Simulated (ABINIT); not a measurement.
Crystal: GaN.

```
CELL_PARAMETERS angstrom
0.00000 2.25350 2.25350
2.25350 0.00000 2.25350
2.25350 2.25350 0.00000
ATOMIC_POSITIONS crystal
Ga 0.00000 0.00000 0.00000
N 0.25000 0.25000 0.25000
```

The cell is a database's computed one.

Base run:

```yaml
Program: ABINIT 10.8.3 (patched build)
Functional: LDA
Potentials_or_basis: PseudoDojo NC SR LDA v0.4.1 standard
Cutoff: 980 eV
k_mesh: 8 × 8 × 8
Occupations: fermi-dirac, width 0.05 eV
Spin: no spin polarisation
```

Its results: band gap on the k mesh 1.77 eV, direct.

Task: The run is repeated on the same cell with these changes: potentials or basis from PseudoDojo NC SR LDA v0.4.1 standard to JTH PAW LDA v2.0; cutoff from 980 eV to 544 eV. What comes out?

Result: Band gap on the k mesh 1.72 eV, direct.

A k mesh can miss the band edges.

Not every run made on this cell is shown here.
